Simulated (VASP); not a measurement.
# Si2Ni (Fm-3m) in VASP: further runs

One crystal, Si2Ni, is run at these levels: PBE+D3+U, PBEsol+U; tasks: relaxation of cell and atoms.

All numbers are computed with VASP 6.6.1; they aren't measurements. Logs are shortened: lines on timing, memory, paths and dates and some standing lists are left out, and cuts for length are marked.

### 1 Starting point

The structure is cubic, space group Fm-3m (No. 225). The conventional cell has a = 5.406 Å, b = 5.406 Å, c = 5.406 Å, α = 90.00°, β = 90.00°, γ = 90.00°. Ni (site symmetry m-3m) has 8 Si at 2.34 Å as nearest neighbours. Si (site symmetry -43m) is surrounded by 4 Ni at 2.34 Å.

### 2 Relaxation of cell and atoms, PBE+D3+U, collinear spin, zero start (volume scaled by 0.8)

File INCAR:

```
PREC     = Accurate       # precision mode
ENCUT    = 580            # plane-wave cutoff, eV
EDIFF    = 1E-7           # SCF threshold, eV
ISMEAR   = 0              # smearing method
SIGMA    = 0.1            # smearing width, eV
LREAL    = F              # projectors in reciprocal space
LASPH    = T              # aspherical terms in the spheres
NELM     = 120            # most SCF steps
ALGO     = Fast           # electronic algorithm
ISIF     = 3              # what is computed and relaxed
LWAVE    = F              # write WAVECAR
LCHARG   = F              # write CHGCAR
ISPIN    = 2              # spin polarisation
MAGMOM   = 0 0 0          # initial moments
LORBIT   = 11             # projections on sites
LMAXMIX  = 4              # l up to which the mixer works
LDAU     = T              # DFT+U
LDAUTYPE = 2            
LDAUL    = 2 -1           # shell
LDAUU    = 3.5 0          # U, eV
LDAUJ    = 0 0          
LDAUPRINT= 1            
GGA      = PE             # functional
IVDW     = 11             # dispersion correction
IBRION   = 2              # ionic algorithm
NSW      = 60             # ionic steps
EDIFFG   = -0.005         # ionic threshold
```

File KPOINTS:

```
regular mesh
0
Gamma
  9 9 9
```

File POSCAR:

```
Si2Ni
1.0
    0.0000000000      2.5092429235      2.5092429235
    2.5092429235      0.0000000000      2.5092429235
    2.5092429235      2.5092429235      0.0000000000
Ni Si
1 2
Direct
    0.0000000000      0.0000000000      0.0000000000
    0.7500000000      0.7500000000      0.7500000000
    0.2500000000      0.2500000000      0.2500000000
```

Potentials or basis: VASP PAW PBE potentials, release 64 (Ni, Si).

Started as:

```console
cat potpaw_PBE.64/Ni/POTCAR potpaw_PBE.64/Si/POTCAR > POTCAR
mpirun -np 1 vasp_std > vasp.out
```

OUTCAR:

```text
PREC = Accurate
   ENCUT = 580
   EDIFF = 1E-7
   ISMEAR = 0
   LREAL = F
   LASPH = T
   NELM = 120
   ISIF = 3
   ISPIN = 2
   LORBIT = 11
   GGA = PE
   IVDW = 11
   IBRION = 2
   NSW = 60
   EDIFFG = -0.005
 IVDW          = 11

 ion  position               nearest neighbor table
   1  0.000  0.000  0.000-   2 2.17   2 2.17   2 2.17   2 2.17   3 2.17   3 2.17   3 2.17   3 2.17

   2  0.750  0.750  0.750-   1 2.17   1 2.17   1 2.17   1 2.17   3 2.51   3 2.51   3 2.51   3 2.51
                             3 2.51   3 2.51
   3  0.250  0.250  0.250-   1 2.17   1 2.17   1 2.17   1 2.17   2 2.51   2 2.51   2 2.51   2 2.51
                             2 2.51   2 2.51

  LATTYP: Found a face centered cubic cell.
 ALAT       =     5.0184858470

  Lattice vectors:

 A1 = (   0.0000000000,   2.5092429235,   2.5092429235)
 A2 = (   2.5092429235,   0.0000000000,   2.5092429235)
 A3 = (   2.5092429235,   2.5092429235,   0.0000000000)

Analysis of symmetry for initial positions (statically):
=====================================================================
 Subroutine PRICEL returns:
 Original cell was already a primitive cell.

 Routine SETGRP: Setting up the symmetry group for a
 face centered cubic supercell.

 Subroutine GETGRP returns: Found 48 space group operations
 (whereof 48 operations were pure point group operations)
 out of a pool of 48 trial point group operations.

The static configuration has the point symmetry O_h .

Analysis of symmetry for dynamics (positions and initial velocities):
=====================================================================
 Subroutine PRICEL returns:
 Original cell was already a primitive cell.

 Routine SETGRP: Setting up the symmetry group for a
 face centered cubic supercell.

 Subroutine GETGRP returns: Found 48 space group operations
 (whereof 48 operations were pure point group operations)
 out of a pool of 48 trial point group operations.

The dynamic configuration has the point symmetry O_h .

Analysis of structural, dynamic, and magnetic symmetry:
=====================================================================
 Subroutine PRICEL returns:
 Original cell was already a primitive cell.

 Routine SETGRP: Setting up the symmetry group for a
 face centered cubic supercell.

 Subroutine GETGRP returns: Found 48 space group operations
 (whereof 48 operations were pure point group operations)
 out of a pool of 48 trial point group operations.

The overall configuration has the point symmetry O_h .

 Subroutine INISYM returns: Found 48 space group operations
 (whereof 48 operations are pure point group operations),
 and found     1 'primitive' translations

----------------------------------------------------------------------------------------

                                     Primitive cell

  volume of cell :      31.5979

  direct lattice vectors                    reciprocal lattice vectors
     0.000000000  2.509242923  2.509242923    -0.199263290  0.199263290  0.199263290
     2.509242923  0.000000000  2.509242923     0.199263290 -0.199263290  0.199263290
     2.509242923  2.509242923  0.000000000     0.199263290  0.199263290 -0.199263290

  length of vectors
     3.548605374  3.548605374  3.548605374     0.345134142  0.345134142  0.345134142

  position of ions in fractional coordinates (direct lattice)
     0.000000000  0.000000000  0.000000000
     0.750000000  0.750000000  0.750000000
     0.250000000  0.250000000  0.250000000

  ion indices of the primitive-cell ions
   primitive index   ion index
                 1           1
                 2           2
                 3           3

----------------------------------------------------------------------------------------

 KPOINTS: regular mesh

[... 120 lines left out ...]
  ext. energy  EPLUGINS =         0.00000000
  ---------------------------------------------------
  free energy    TOTEN  =       -14.12137967 eV

  energy without entropy =      -14.11574564  energy(sigma->0) =      -14.11856266

------------------------ aborting loop because EDIFF is reached ----------------------------------------

 Edisp (eV)   -1.14277

 E8    (eV) :    -0.6520
[... 75 lines left out ...]
--------------------------------------- Ionic step        3  -------------------------------------------

 number of electron      17.9999991 magnetization      -0.0794874

------------------------ aborting loop EDIFF was not reached (unconverged)  ----------------------------

 Edisp (eV)   -0.90231

 E8    (eV) :    -0.4909

  FORCE on cell =-STRESS in cart. coord.  units (eV):
  Direction    XX          YY          ZZ          XY          YZ          ZX
  --------------------------------------------------------------------------------------
  -------------------------------------------------------------------------------------
  Total       7.72939     7.72939     7.72939     0.00000    -0.00000    -0.00000
  in kB     319.17095   319.17095   319.17095     0.00000    -0.00000    -0.00000
  external pressure =      319.17 kB  Pullay stress =        0.00 kB
[... 18 lines left out ...]
  FREE ENERGIE OF THE ION-ELECTRON SYSTEM (eV)
  ---------------------------------------------------
  free  energy   TOTEN  =        -9.8682589603 eV

  energy  without entropy=       -9.8615316517  energy(sigma->0) =       -9.86489531

 E-fermi :   9.5673     XC(G=0): -11.3661

 val. band max:        9.5013385940   @ k =   0.2222   0.1111   0.0000
 cond. band min:       9.6161386753   @ k =  -0.4444   0.4444   0.1111
 fundamental gap:      0.1148000812
 Fermi energy:         9.5672579730

 spin component 1

 k-point     1 :       0.0000    0.0000    0.0000
  band No.  band energies     occupation
      1      -3.6445      1.00000
      2       4.5210      1.00000
      3       4.5210      1.00000
      4       4.5210      1.00000
      5       5.9196      1.00000
      6       5.9196      1.00000
      7       9.0817      1.00000
      8      11.2348      0.00000
      9      11.2348      0.00000
     10      11.2348      0.00000
     11      12.2332      0.00000
     12      12.2332      0.00000
[... 745 lines left out ...]
      2       2.4860      1.00000
      3       2.4908      1.00000
      4       5.3347      1.00000
      5       5.3347      1.00000
      6       6.1942      1.00000
      7       6.1942      1.00000
      8       6.2151      1.00000
      9       6.2575      1.00000
     10       9.0198      1.00000
     11      11.1886      0.00000
     12      17.3735      0.00000
     13      17.4564      0.00000

 [... further k-points ...]

[... ionic steps 4 to 7 ...]

--------------------------------------- Ionic step        8  -------------------------------------------

 number of electron      17.9999995 magnetization       0.0000040

 number of electron      17.9999995 magnetization      -0.0000023
[... 81 lines left out ...]
--------------------------------------- Ionic step       10  -------------------------------------------

 number of electron      17.9999990 magnetization      -0.0000103

atom =   1  type =  1  l = 2

 onsite density matrix

spin component  1

  0.8491 -0.0000 -0.0000 -0.0000  0.0000
 -0.0000  0.8491 -0.0000 -0.0000  0.0000
 -0.0000 -0.0000  0.8996 -0.0000  0.0000
 -0.0000 -0.0000 -0.0000  0.8491  0.0000
  0.0000  0.0000  0.0000  0.0000  0.8996

spin component  2

  0.8491 -0.0000 -0.0000 -0.0000  0.0000
 -0.0000  0.8491 -0.0000 -0.0000  0.0000
 -0.0000 -0.0000  0.8996 -0.0000  0.0000
 -0.0000 -0.0000 -0.0000  0.8491  0.0000
  0.0000  0.0000  0.0000  0.0000  0.8996

 occupancies and eigenvectors

  o =  0.8491  v =  0.0000  0.2627 -0.0000  0.9649  0.0000  0.0000  0.0000  0.0000  0.0000  0.0000      0.0000  0.0000  0.0000  0.0000  0.0000  0.0000  0.0000  0.0000  0.0000  0.0000
  o =  0.8491  v =  1.0000  0.0000  0.0000  0.0000  0.0000  0.0000  0.0000  0.0000  0.0000  0.0000      0.0000  0.0000  0.0000  0.0000  0.0000  0.0000  0.0000  0.0000  0.0000  0.0000
  o =  0.8491  v =  0.0000  0.9649  0.0000 -0.2627 -0.0000  0.0000  0.0000  0.0000  0.0000  0.0000      0.0000  0.0000  0.0000  0.0000  0.0000  0.0000  0.0000  0.0000  0.0000  0.0000
  o =  0.8491  v =  0.0000  0.0000  0.0000  0.0000  0.0000  1.0000  0.0000  0.0000  0.0000  0.0000      0.0000  0.0000  0.0000  0.0000  0.0000  0.0000  0.0000  0.0000  0.0000  0.0000
  o =  0.8491  v =  0.0000  0.0000  0.0000  0.0000  0.0000  0.0000 -0.4830  0.0000  0.8756 -0.0000      0.0000  0.0000  0.0000  0.0000  0.0000  0.0000  0.0000  0.0000  0.0000  0.0000
  o =  0.8491  v =  0.0000  0.0000  0.0000  0.0000  0.0000  0.0000 -0.8756 -0.0000 -0.4830  0.0000      0.0000  0.0000  0.0000  0.0000  0.0000  0.0000  0.0000  0.0000  0.0000  0.0000
  o =  0.8996  v =  0.0000  0.0000 -0.8851 -0.0000  0.4654  0.0000  0.0000  0.0000  0.0000  0.0000      0.0000  0.0000  0.0000  0.0000  0.0000  0.0000  0.0000  0.0000  0.0000  0.0000
  o =  0.8996  v =  0.0000  0.0000  0.4654  0.0000  0.8851  0.0000  0.0000  0.0000  0.0000  0.0000      0.0000  0.0000  0.0000  0.0000  0.0000  0.0000  0.0000  0.0000  0.0000  0.0000
  o =  0.8996  v =  0.0000  0.0000  0.0000  0.0000  0.0000  0.0000 -0.0000 -0.5923  0.0000 -0.8057      0.0000  0.0000  0.0000  0.0000  0.0000  0.0000  0.0000  0.0000  0.0000  0.0000
  o =  0.8996  v =  0.0000  0.0000  0.0000  0.0000  0.0000  0.0000  0.0000 -0.8057  0.0000  0.5923      0.0000  0.0000  0.0000  0.0000  0.0000  0.0000  0.0000  0.0000  0.0000  0.0000

 number of electron      17.9999990 magnetization       0.0000002

 Free energy of the ion-electron system (eV)
  ---------------------------------------------------
  ext. energy  EPLUGINS =         0.00000000
  ---------------------------------------------------
  free energy    TOTEN  =       -15.22308092 eV

  energy without entropy =      -15.21717379  energy(sigma->0) =      -15.22012735

 E-fermi :  10.6543     XC(G=0): -11.6801

 val. band max:       10.6177305141   @ k =   0.0000   0.0000   0.0000
 cond. band min:      10.7051861533   @ k =  -0.4444   0.3333   0.0000
 fundamental gap:      0.0874556392
 Fermi energy:        10.6543153271

 spin component 1

 k-point     1 :       0.0000    0.0000    0.0000
  band No.  band energies     occupation
      1      -3.2888      1.00000
      2       5.0427      1.00000
      3       5.0427      1.00000
      4       5.0427      1.00000
      5       6.5390      1.00000
      6       6.5390      1.00000
      7      10.6177      0.69756
      8      12.3089      0.00000
      9      12.3089      0.00000
     10      12.3089      0.00000
     11      13.1193      0.00000
     12      13.1193      0.00000
[... 791 lines left out ...]
  FREE ENERGIE OF THE ION-ELECTRON SYSTEM (eV)
  ---------------------------------------------------
  free  energy   TOTEN  =       -16.1315572104 eV

  energy  without entropy=      -16.1256500724  energy(sigma->0) =      -16.12860364

 reached required accuracy - stopping structural energy minimisation

 total charge

# of ion       s       p       d       tot
------------------------------------------
    1        0.556   0.796   8.655  10.008
    2        0.745   0.851   0.000   1.595
    3        0.745   0.851   0.000   1.595
--------------------------------------------------
tot          2.045   2.498   8.655  13.198

 magnetization (x)

# of ion       s       p       d       tot
------------------------------------------
    1        0.000  -0.000   0.000   0.000
    2        0.000  -0.000   0.000  -0.000
    3        0.000  -0.000   0.000  -0.000
--------------------------------------------------
tot          0.000  -0.000   0.000   0.000
```

Run time: 7.8 min. Hardware: 1 thread of Intel Xeon Platinum 8488C (Sapphire Rapids), shared host; peak memory 0.21 GiB.

Results:

```yaml
Free_energy: -16.1316 eV
Relaxed_volume: 12.86 Å³/atom
Relaxed_cell: a = 3.792 Å, b = 3.792 Å, c = 3.792 Å, α = 60.00°, β = 60.00°, γ = 60.00°
Space_group_after_relaxing_to_0.05_Å: Fm-3m (No. 225)
Energy_gained_by_relaxing: 289.1 meV/atom
Ionic_steps: 10
Pressure_after_relaxing: 0.0 GPa
Band_gap_on_the_k_mesh: none (metal or under the smearing width)
Net_moment: 0.00 μB per cell
Valence_electrons_inside_the_program's_atomic_spheres: Ni 10.01; Si 1.59
Dispersion_energy_per_atom: -0.303 eV
```

The path:
| step | energy change (eV) | largest force (eV/Å) | pressure (GPa) | volume (Å³) |
| --- | --- | --- | --- | --- |
| 1 | 0.0000 | 0.0000 | 48.48 | 31.60 |
| 2 | -0.0387 | 0.0000 | -21.42 | 48.53 |
| 3 | 5.3959 | 0.0000 | 31.92 | 38.80 |
| 4 | -0.5800 | 0.0000 | -15.36 | 43.91 |
| 5 | -0.7836 | 0.0000 | -9.27 | 41.30 |
| 6 | -0.8420 | 0.0000 | -5.43 | 40.04 |
| 7 | -0.8588 | 0.0000 | -3.19 | 39.42 |
| 8 | -0.8639 | 0.0000 | -2.03 | 39.11 |
| 9 | -0.8663 | 0.0000 | 1.24 | 38.27 |
| 10 | -0.8674 | 0.0000 | 0.01 | 38.57 |

Final structure:
```
Ni Si
1.0
     0.00000    2.68168    2.68168
     2.68168    0.00000    2.68168
     2.68168    2.68168    0.00000
Ni Si
1 2
Direct
  0.00000 0.00000 0.00000
  0.75000 0.75000 0.75000
  0.25000 0.25000 0.25000
```

Levels at points of the mesh, in eV from the Fermi level:
Spin up:
| k point | band 5 | band 6 | band 7 | band 8 | band 9 | band 10 | band 11 | band 12 | band 13 |
| --- | --- | --- | --- | --- | --- | --- | --- | --- | --- |
| (0.00, 0.00, 0.00) | -4.12 | -4.12 | -0.04 | 1.65 | 1.65 | 1.65 | 2.46 | 2.46 | 2.46 |
Spin down:
```
           k point  band 5  band 6  band 7  band 8  band 9  band 10  band 11  band 12  band 13
(0.00, 0.00, 0.00)   -4.12   -4.12   -0.04    1.65    1.65     1.65     2.46     2.46     2.46
```

Eigenvalues of the final occupation matrices:
| site | spin | trace | eigenvalues |
| --- | --- | --- | --- |
| site 1 d | 1 | 4.35 | 0.85 0.85 0.85 0.90 0.90 |
| site 1 d | 2 | 4.35 | 0.85 0.85 0.85 0.90 0.90 |

Caveat: pairwise dispersion overbinds metals, which lowers pressure and volume; the U is typed as a test and isn't derived for this compound.

### 3 Relaxation of cell and atoms, PBEsol+U, collinear spin, ferromagnetic start

File run.py:

```python
from ase.calculators.vasp import Vasp
from ase.filters import UnitCellFilter
from ase.optimize import LBFGS
from ase.spacegroup import crystal

atoms = crystal(
    ['Ni', 'Si'],
    basis=[[0.0, 0.0, 0.0], [0.25, 0.25, 0.75]],
    spacegroup=225,
    setting=1,
    cellpar=[5.406, 5.406, 5.406, 90.0, 90.0, 90.0],
    primitive_cell=True,
)
atoms.set_initial_magnetic_moments([1.0, 0.0, 0.0])
calc = Vasp(
    directory='calc',
    xc='pbesol',
    pp='PBE',
    setups='minimal',
    prec='Accurate',
    encut=580,
    ediff=1e-06,
    ismear=-1,
    sigma=0.02,
    lreal=False,
    lasph=True,
    nelm=150,
    algo='Normal',
    isif=2,
    lwave=False,
    lcharg=False,
    ispin=2,
    lorbit=11,
    lmaxmix=4,
    ldautype=2,
    ldauprint=1,
    ldau_luj={'Ni': {'L': 2, 'U': 1, 'J': 1.0}},
    kpts=[9, 9, 9],
    gamma=True,
)
atoms.calc = calc
opt = LBFGS(UnitCellFilter(atoms), trajectory='relax.traj')
converged = opt.run(fmax=0.01, steps=40)
print('converged:', converged)

print('energy (eV):', atoms.get_potential_energy())
print('free energy (eV):', atoms.get_potential_energy(force_consistent=True))
print('forces (eV/A):')
print(atoms.get_forces())
print('stress (eV/A^3, Voigt):', atoms.get_stress())
print('Fermi level (eV):', calc.get_fermi_level())
print('moment (muB):', atoms.get_magnetic_moment())
print('site moments (muB):', atoms.get_magnetic_moments())
print('cell (A, degrees):', atoms.cell.cellpar())
print('volume (A^3):', atoms.get_volume())
print('scaled positions:')
print(atoms.get_scaled_positions())
```

Potentials or basis: VASP PAW PBE potentials, release 64 (Ni, Si).

Started as:

```console
python run.py
```

Run time: 3.7 min. Hardware: 1 thread of Intel Xeon Platinum 8488C (Sapphire Rapids), shared host; peak memory 0.2 GiB.

It converged, with:

```yaml
Free_energy: -18.9814 eV
Relaxed_volume: 13.12 Å³/atom
Relaxed_cell: a = 3.818 Å, b = 3.818 Å, c = 3.818 Å, α = 60.00°, β = 60.00°, γ = 60.00°
Space_group_after_relaxing_to_0.05_Å: Fm-3m (No. 225)
Energy_gained_by_relaxing: 0.1 meV/atom
Ionic_steps: 3
Pressure_after_relaxing: 0.0 GPa
Band_gap_on_the_k_mesh: none (metal or under the smearing width)
Net_moment: 0.00 μB per cell
Valence_electrons_inside_the_program's_atomic_spheres: Ni 9.84; Si 1.59
```

The path:
```csv
step,energy change (eV),largest force (eV/Å),pressure (GPa),volume (Å³)
1,0.0000,0.0000,-0.56,39.50
2,-0.0001,0.0000,-0.46,39.47
3,-0.0003,0.0000,0.02,39.35
```

Final structure:
```
Ni Si
1.0
     0.00000    2.69972    2.69972
     2.69972    0.00000    2.69972
     2.69972    2.69972    0.00000
Ni Si
1 2
Cartesian
  0.0000 0.0000 0.0000
  4.0496 4.0496 4.0496
  1.3499 1.3499 1.3499
```

Levels at points of the mesh, in eV from the Fermi level:
Spin up:
| k point | band 7 | band 8 | band 9 | band 10 | band 11 | band 12 |
| --- | --- | --- | --- | --- | --- | --- |
| (0.00, 0.00, 0.00) | -0.28 | 1.68 | 1.68 | 1.68 | 2.21 | 2.21 |
Spin down:
```tsv
k point	band 6	band 7	band 8	band 9	band 10	band 11	band 12	band 13
(0.00, 0.00, 0.00)	-3.58	-0.28	1.68	1.68	1.68	2.21	2.21	2.21
```

Eigenvalues of the final occupation matrices:
| site | spin | trace | eigenvalues |
| --- | --- | --- | --- |
| site 1 d | 1 | 4.25 | 0.83 0.83 0.83 0.88 0.88 |
| site 1 d | 2 | 4.25 | 0.83 0.83 0.83 0.88 0.88 |

Caveat: the PAW data sets were made with another functional, which shifts forces and pressure a little; the U is typed as a test and isn't derived for this compound.
